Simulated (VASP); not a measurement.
# Sc (Fm-3m) in VASP: further runs

The runs below take Sc through density of states, relaxation of cell and atoms, phonons, with optPBE-vdW, PBE+U, PBEsol+D3.

All numbers are computed with VASP 6.6.1; they aren't measurements. Logs are shortened: lines on timing, memory, paths and dates and some standing lists are left out, and cuts for length are marked.

### 1 Starting point

It takes space group Fm-3m (No. 225, cubic). Conventional cell: a = 4.520 Å, b = 4.520 Å, c = 4.520 Å, α = 90.00°, β = 90.00°, γ = 90.00°. Sc (site symmetry m-3m) is surrounded by 12 Sc at 3.20 Å.

This isn't the form of Sc at room conditions, which is hcp.

### 2 Density of states, optPBE-vdW

Input file run.py:

```python
from ase.calculators.vasp import Vasp
from ase.dft.dos import DOS
from ase.spacegroup import crystal

atoms = crystal(
    ['Sc'],
    basis=[[0.0, 0.0, 0.0]],
    spacegroup=225,
    setting=1,
    cellpar=[4.52, 4.52, 4.52, 90.0, 90.0, 90.0],
    primitive_cell=True,
)
calc = Vasp(
    directory='calc',
    xc='optpbe-vdw',
    pp='PBE',
    setups='recommended',
    prec='Accurate',
    encut=520,
    ediff=1e-07,
    ismear=0,
    sigma=0.05,
    lreal=False,
    lasph=True,
    nelm=80,
    algo='Normal',
    isif=2,
    lwave=False,
    lcharg=False,
    lmaxmix=4,
    lorbit=11,
    kpts=[10, 10, 10],
    gamma=True,
)
atoms.calc = calc

print('energy (eV):', atoms.get_potential_energy())
print('free energy (eV):', atoms.get_potential_energy(force_consistent=True))
print('forces (eV/A):')
print(atoms.get_forces())
print('stress (eV/A^3, Voigt):', atoms.get_stress())
print('Fermi level (eV):', calc.get_fermi_level())
dos = DOS(calc, width=0.05, window=(-10, 10), npts=201)
print('E - E_F (eV), DOS (1/eV)')
for e, g in zip(dos.get_energies(), dos.get_dos()):
    print(f'{e:8.3f} {g:10.4f}')
```

Potentials or basis: VASP PAW PBE potentials, release 64 (Sc_sv).

Started as:

```bash
$ python run.py
```

Standard output:

```text
<dir> UserWarning: vdW has been enabled, however no location for the vdw_kernel.bindat file has been specified. Set ASE_VASP_VDW environment variable to copy the vdW kernel.
  warnings.warn(
energy (eV): -3.29493615
free energy (eV): -3.29621409
forces (eV/A):
[[-0.  0.  0.]]
stress (eV/A^3, Voigt): [-0.0206111 -0.0206111 -0.0206111  0.         0.        -0.       ]
Fermi level (eV): 4.0919133
E - E_F (eV), DOS (1/eV)
 -10.000     0.0000
  -9.900     0.0000
  -9.800     0.0000
  -9.700     0.0000
  -9.600     0.0000
  -9.500     0.0000
[... 193 lines left out ...]
   9.900     0.0000
  10.000     0.0000
```

OUTCAR:

```text
ENCUT = 520.000000
   EDIFF = 1.00e-07
   GGA = OR
   PREC = Accurate
   ISIF = 2
   ISMEAR = 0
   LORBIT = 11
   NELM = 80
   LASPH = .TRUE.
[... 730 lines left out ...]
 -----------------------------------------------------------------------------------
    total drift:                                0.000000      0.000000      0.000000

  FREE ENERGIE OF THE ION-ELECTRON SYSTEM (eV)
  ---------------------------------------------------
  free  energy   TOTEN  =        -3.2962140925 eV

  energy  without entropy=       -3.2936581992  energy(sigma->0) =       -3.29493615

Total vdW correction in eV:      1.8495711

 total charge

# of ion       s       p       d       tot
------------------------------------------
    1        2.290   6.103   1.083   9.476
```

INCAR:

```text
AGGAC = 0.000000
ENCUT = 520.000000
SIGMA = 0.050000
EDIFF = 1.00e-07
ALGO = Normal
GGA = OR
PREC = Accurate
ISIF = 2
ISMEAR = 0
LMAXMIX = 4
LORBIT = 11
NELM = 80
LASPH = .TRUE.
LCHARG = .FALSE.
LUSE_VDW = .TRUE.
LWAVE = .FALSE.
LREAL = .FALSE.
```

Wall time 21 s (1 thread of AMD EPYC 9R45 (Zen 5), shared host); peak memory 0.23 GiB.

Results:

| Property | Result |
| --- | --- |
| Free energy | -3.2962 eV |
| Pressure | 3.3 GPa |
| Band gap on the k mesh | none (metal or under the smearing width) |
| Valence electrons inside the program's atomic spheres | Sc 9.48 |

Levels at points of the mesh, in eV from the Fermi level:
```
           k point  band 1  band 2  band 3  band 4  band 5  band 6  band 7  band 8  band 9
(0.00, 0.00, 0.00)  -49.24  -27.67  -27.67  -27.67   -5.25    1.65    1.65    1.65    3.13
(0.50, 0.00, 0.00)  -49.16  -28.16  -27.73  -27.73   -1.82    0.42    1.53    1.53    4.09
(0.50, 0.50, 0.00)  -49.14  -28.13  -27.84  -27.84   -1.64   -0.73    2.23    4.09    4.34
```

States per cell in windows of 1 eV (zero at the Fermi level; states under -8 eV left out):
```
from (eV)  total  Sc1_d  Sc1_p  Sc1_s
     -8.0   0.00   0.00   0.00   0.00
     -7.0   0.00   0.00   0.00   0.00
     -6.0   0.00   0.00   0.00   0.00
     -5.0   0.12   0.00   0.00   0.04
     -4.0   0.16   0.00   0.01   0.05
     -3.0   0.40   0.04   0.03   0.09
     -2.0   0.86   0.29   0.05   0.10
     -1.0   1.36   0.70   0.09   0.03
      0.0   1.64   0.93   0.12   0.01
      1.0   1.69   1.18   0.07   0.01
      2.0   1.63   1.35   0.02   0.00
      3.0   1.40   1.23   0.02   0.00
      4.0   0.74   0.70   0.00   0.00
      5.0   0.00   0.00   0.00   0.00
      6.0   0.00   0.00   0.00   0.00
```

Caveat: the PAW data sets were made with another functional, which shifts forces and pressure a little.

### 3 Relaxation of cell and atoms, PBE+U, collinear spin, ferromagnetic start

Input file run.py:

```python
from ase.calculators.vasp import Vasp
from ase.io import read

atoms = read('Sc.cif')
atoms.set_initial_magnetic_moments([0.5])
calc = Vasp(
    directory='calc',
    xc='pbe',
    pp='PBE',
    setups='gw',
    prec='Accurate',
    encut=680,
    ediff=1e-06,
    ismear=1,
    sigma=0.2,
    lreal=False,
    lasph=True,
    nelm=100,
    algo='Normal',
    isif=3,
    lwave=False,
    lcharg=False,
    ispin=2,
    lorbit=11,
    lmaxmix=4,
    ldautype=2,
    ldauprint=1,
    ibrion=2,
    nsw=60,
    ediffg=-0.02,
    ldau_luj={'Sc': {'L': 2, 'U': 2, 'J': 0.5}},
    kpts=[10, 10, 10],
    gamma=True,
)
atoms.calc = calc

print('energy (eV):', atoms.get_potential_energy())
print('free energy (eV):', atoms.get_potential_energy(force_consistent=True))
print('forces (eV/A):')
print(atoms.get_forces())
print('stress (eV/A^3, Voigt):', atoms.get_stress())
print('Fermi level (eV):', calc.get_fermi_level())
print('moment (muB):', atoms.get_magnetic_moment())
print('site moments (muB):', atoms.get_magnetic_moments())
print('cell (A, degrees):', atoms.cell.cellpar())
print('volume (A^3):', atoms.get_volume())
print('scaled positions:')
print(atoms.get_scaled_positions())
```

Input file Sc.cif:

```cif
data_Sc
_cell_length_a 3.19612265
_cell_length_b 3.19612265
_cell_length_c 3.19612265
_cell_angle_alpha 60.00000000
_cell_angle_beta 60.00000000
_cell_angle_gamma 60.00000000
_space_group_name_H-M_alt 'P1'
_space_group_name_Hall 'P 1'
_space_group_IT_number 1
loop_
_space_group_symop_operation_xyz
'x,y,z'
loop_
_atom_site_label
_atom_site_type_symbol
_atom_site_symmetry_multiplicity
_atom_site_Wyckoff_symbol
_atom_site_fract_x
_atom_site_fract_y
_atom_site_fract_z
_atom_site_occupancy
Sc1 Sc 1 a 0.0000000000 0.0000000000 0.0000000000 1
```

Potentials or basis: VASP PAW PBE potentials, release 64 (Sc_sv_GW).

Started as:

```bash
$ python run.py
```

It took 93 s on 1 thread of Intel Xeon Platinum 8488C (Sapphire Rapids), shared host; peak memory 0.21 GiB.

It converged, with:

| Item | Value |
| --- | --- |
| Free energy | -8.1452 eV |
| Relaxed volume | 25.19 Å³/atom |
| Relaxed cell | a = 3.290 Å, b = 3.290 Å, c = 3.290 Å, α = 60.00°, β = 60.00°, γ = 60.00° |
| Space group after relaxing (to 0.05 Å) | Fm-3m (No. 225) |
| Energy gained by relaxing | 33.8 meV/atom |
| Ionic steps | 3 |
| Pressure after relaxing | 0.0 GPa |
| Band gap on the k mesh | none (metal or under the smearing width) |
| Net moment | 0.00 μB per cell |
| Valence electrons inside the program's atomic spheres | Sc 8.54 |

The path:
```csv
step,energy change (eV),largest force (eV/Å),pressure (GPa),volume (Å³)
1,0.0000,0.0000,5.43,23.09
2,-0.0314,0.0000,-1.27,25.80
3,-0.0338,0.0000,0.01,25.19
```

Final structure:
```
Sc
1.0
     3.29030    0.00000    0.00000
     1.64515    2.84948    0.00000
     1.64515    0.94983    2.68652
Sc
1
Cartesian
  1.6451 0.9498 2.6865
```

Levels at points of the mesh, in eV from the Fermi level:
Spin up:
| k point | band 2 | band 3 | band 4 | band 5 | band 6 | band 7 | band 8 | band 9 |
| --- | --- | --- | --- | --- | --- | --- | --- | --- |
| (0.00, 0.00, 0.00) | -28.32 | -28.32 | -28.32 | -5.29 | 1.68 | 1.68 | 1.68 | 3.07 |
| (0.50, 0.00, 0.00) | -28.68 | -28.37 | -28.37 | -1.78 | 0.03 | 1.58 | 1.58 | 3.94 |
| (0.50, 0.50, 0.00) | -28.66 | -28.45 | -28.45 | -1.45 | -0.53 | 1.67 | 3.95 | 4.17 |
Spin down:
```
           k point  band 3  band 4  band 5  band 6  band 7  band 8
(0.00, 0.00, 0.00)  -28.32  -28.32   -5.29    1.68    1.68    1.68
(0.50, 0.00, 0.00)  -28.37  -28.37   -1.78    0.04    1.58    1.58
(0.50, 0.50, 0.00)  -28.45  -28.45   -1.45   -0.53    1.67    3.95
```

Eigenvalues of the final occupation matrices:
```tsv
site	spin	trace	eigenvalues
site 1 d	1	0.34	0.06 0.06 0.07 0.07 0.07
site 1 d	2	0.34	0.06 0.06 0.07 0.07 0.07
```

Caveat: the U is typed as a test and isn't derived for this compound. PBE usually gives volumes a little too large and moduli too small.

### 4 Phonons, PBEsol+D3

Input file POSCAR:

```
Sc
1.0
    0.0000000000      2.2600000000      2.2600000000
    2.2600000000      0.0000000000      2.2600000000
    2.2600000000      2.2600000000      0.0000000000
Sc
1
Direct
    0.0000000000      0.0000000000      0.0000000000
```

Input file INCAR.step1:

```
SYSTEM = Sc
ALGO = Normal
EDIFF = 1E-8
EDIFFG = -0.002
ENCUT = 700
GGA = PS
IBRION = 2
ISIF = 3
ISMEAR = 1
IVDW = 11
LASPH = .True.
LCHARG = .False.
LREAL = .False.
LWAVE = .False.
NELM = 60
NSW = 40
PREC = Normal
SIGMA = 0.1
```

Input file INCAR.step2:

```
SYSTEM = Sc
ALGO = Normal
EDIFF = 1E-8
ENCUT = 700
GGA = PS
IBRION = 6
ISIF = 2
ISMEAR = 1
IVDW = 11
LASPH = .True.
LCHARG = .False.
LREAL = .False.
LWAVE = .False.
NELM = 60
NFREE = 2
NSW = 1
POTIM = 0.015
PREC = Normal
SIGMA = 0.1
```

Input file KPOINTS:

```
k-points
0
Gamma
  7 7 7
  0 0 0
```

Potentials or basis: VASP PAW PBE potentials, release 64 (Sc_sv).

Started as:

```bash
$ cat potpaw_PBE.64/Sc_sv/POTCAR > POTCAR
$ cp INCAR.step1 INCAR
$ mpirun -np 1 vasp_std > vasp.out
$ cp CONTCAR POSCAR
$ cp INCAR.step2 INCAR
$ mpirun -np 1 vasp_std > vasp.out
```

OUTCAR:

```text
SYSTEM = Sc
   EDIFF = 1E-8
   ENCUT = 700
   GGA = PS
   IBRION = 6
   ISIF = 2
   ISMEAR = 1
   IVDW = 11
   LASPH = .True.
   LREAL = .False.
   NELM = 60
   NFREE = 2
   NSW = 1
   POTIM = 0.015
   PREC = Normal
 IVDW          = 11

 ion  position               nearest neighbor table
   1  0.000  0.000  0.000-

  LATTYP: Found a face centered cubic cell.
 ALAT       =     4.5004434242

  Lattice vectors:

 A1 = (   0.0000000000,   2.2502217121,   2.2502217121)
 A2 = (   2.2502217121,   0.0000000000,   2.2502217121)
 A3 = (   2.2502217121,   2.2502217121,   0.0000000000)

Analysis of symmetry for initial positions (statically):
=====================================================================
 Subroutine PRICEL returns:
 Original cell was already a primitive cell.

 Routine SETGRP: Setting up the symmetry group for a
 face centered cubic supercell.

 Subroutine GETGRP returns: Found 48 space group operations
 (whereof 48 operations were pure point group operations)
 out of a pool of 48 trial point group operations.

The static configuration has the point symmetry O_h .

Analysis of symmetry for dynamics (positions and initial velocities):
=====================================================================
 Subroutine PRICEL returns:
 Original cell was already a primitive cell.

 Routine SETGRP: Setting up the symmetry group for a
 face centered cubic supercell.

 Subroutine GETGRP returns: Found 48 space group operations
 (whereof 48 operations were pure point group operations)
 out of a pool of 48 trial point group operations.
[... 130 lines left out ...]
 maximum number of plane-waves:       966
   NGX = 13   NGY = 13   NGZ = 13

--------------------------------------- Ionic step        1  -------------------------------------------

 number of electron      11.0000002 magnetization

 Free energy of the ion-electron system (eV)
  ---------------------------------------------------
  ext. energy  EPLUGINS =         0.00000000
  ---------------------------------------------------
  free energy    TOTEN  =        -6.55673164 eV

  energy without entropy =       -6.55736923  energy(sigma->0) =       -6.55694417

------------------------ aborting loop because EDIFF is reached ----------------------------------------

 Edisp (eV)   -0.23697

 E8    (eV) :    -0.1476
[... 69 lines left out ...]
--------------------------------------- Ionic step        3  -------------------------------------------

 number of electron      11.0000001 magnetization

 Free energy of the ion-electron system (eV)
  ---------------------------------------------------
  ext. energy  EPLUGINS =         0.00000000
  ---------------------------------------------------
  free energy    TOTEN  =        -6.55673111 eV

  energy without entropy =       -6.55736867  energy(sigma->0) =       -6.55694363

 E-fermi :   4.1298     XC(G=0): -10.3118

 val. band max:        3.9623112469   @ k =  -0.2857   0.4286   0.1429
 cond. band min:       4.1514574117   @ k =   0.2857   0.2857   0.0000
 fundamental gap:      0.1891461648
 Fermi energy:         4.1298028554

 k-point     1 :       0.0000    0.0000    0.0000
  band No.  band energies     occupation
      1     -44.9047      2.00000
      2     -23.3564      2.00000
      3     -23.3564      2.00000
      4     -23.3564      2.00000
      5      -1.2363      2.00000
      6       5.7917     -0.00000
      7       5.7917     -0.00000
      8       5.7917     -0.00000
      9       7.3270      0.00000
[... 258 lines left out ...]
  FREE ENERGIE OF THE ION-ELECTRON SYSTEM (eV)
  ---------------------------------------------------
  free  energy   TOTEN  =        -6.7937029703 eV

  energy  without entropy=       -6.7943405292  energy(sigma->0) =       -6.79391549

 INTERNAL STRAIN TENSORS FROM DISPLACED ATOMS
 ============================================

 INTERNAL STRAIN TENSOR FOR ION    1 for displacements in x,y,z  (eV/Angst):
          X           Y           Z          XY          YZ          ZX
  --------------------------------------------------------------------------------
  x     0.00000     0.00000     0.00000     0.00000     0.00000     0.00000
  y     0.00000     0.00000     0.00000     0.00000     0.00000     0.00000
  z     0.00000     0.00000     0.00000     0.00000     0.00000     0.00000

 Eigenvectors and eigenvalues of the dynamical matrix
 ----------------------------------------------------

   1 f  =    0.000000 THz     0.000000 2PiTHz    0.000000 cm-1     0.000000 meV
             X         Y         Z           dx          dy          dz
      0.000000  0.000000  0.000000    -0.904301   -0.426895    0.000000

   2 f  =    0.000000 THz     0.000000 2PiTHz    0.000000 cm-1     0.000000 meV
             X         Y         Z           dx          dy          dz
      0.000000  0.000000  0.000000     0.000000    0.000000    1.000000

   3 f  =    0.000000 THz     0.000000 2PiTHz    0.000000 cm-1     0.000000 meV
             X         Y         Z           dx          dy          dz
      0.000000  0.000000  0.000000    -0.426895    0.904301    0.000000

 ELASTIC MODULI CONTR FROM IONIC RELAXATION (kBar)
 Direction    XX          YY          ZZ          XY          YZ          ZX
 --------------------------------------------------------------------------------
 XX           0.0000      0.0000      0.0000      0.0000      0.0000      0.0000
 YY           0.0000      0.0000      0.0000      0.0000      0.0000      0.0000
 ZZ           0.0000      0.0000      0.0000      0.0000      0.0000      0.0000
 XY           0.0000      0.0000      0.0000      0.0000      0.0000      0.0000
 YZ           0.0000      0.0000      0.0000      0.0000      0.0000      0.0000
 ZX           0.0000      0.0000      0.0000      0.0000      0.0000      0.0000
 --------------------------------------------------------------------------------
```

It took 21 s on 1 thread of Intel Xeon Platinum 8488C (Sapphire Rapids), shared host; peak memory 0.15 GiB.

What came out:

```yaml
Relaxed_volume: 22.79 Å³/atom
Relaxed_cell: a = 3.182 Å, b = 3.182 Å, c = 3.182 Å, α = 60.00°, β = 60.00°, γ = 60.00°
Space_group_after_relaxing_to_0.05_Å: Fm-3m (No. 225)
Dispersion_energy_per_atom: -0.237 eV
```

Step by step:
| step | energy change (eV) | largest force (eV/Å) | pressure (GPa) | volume (Å³) |
| --- | --- | --- | --- | --- |
| 1 | 0.0000 | 0.0000 | -0.71 | 23.09 |
| 2 | -0.0007 | 0.0000 | 0.10 | 22.75 |
| 3 | -0.0007 | 0.0000 | 0.00 | 22.79 |

Final structure:
```
Sc
1.0
     0.00000    2.25022    2.25022
     2.25022    0.00000    2.25022
     2.25022    2.25022    0.00000
Sc
1
Direct
  0.00000 0.00000 0.00000
```

Caveat: the PAW data sets were made with another functional, which shifts forces and pressure a little.

### 5 Summary

```tsv
task	level	potentials or basis	spin	U	cell	k mesh	cutoff (eV)	smearing	LDAUTYPE	hund's J	optimiser	other keys	gap on the mesh (eV)	pressure (GPa)
density of states	optPBE-vdW	VASP PAW PBE potentials, release 64 (Sc_sv)	off	-	as given	10 × 10 × 10	520	gaussian 0.05 eV	-	-	-	-	none	3.3
relaxation of cell and atoms	PBE+U	VASP PAW PBE potentials, release 64 (Sc_sv_GW)	collinear, ferromagnetic start	Sc d U = 2 eV, J = 0.5 eV	relaxed	10 × 10 × 10	680	methfessel-paxton 0.2 eV	2	0.5	vasp	-	none	0.0
phonons	PBEsol+D3	VASP PAW PBE potentials, release 64 (Sc_sv)	off	-	relaxed	7 × 7 × 7	700	methfessel-paxton 0.1 eV	-	-	-	ENCUT = 700; PREC = Normal	-	-
```

Caveats: the PAW data sets were made with another functional, which shifts forces and pressure a little (some runs); the U is typed as a test and isn't derived for this compound (some runs).

Total energies depend on the potentials used, so only differences within one code and one set of settings carry meaning.
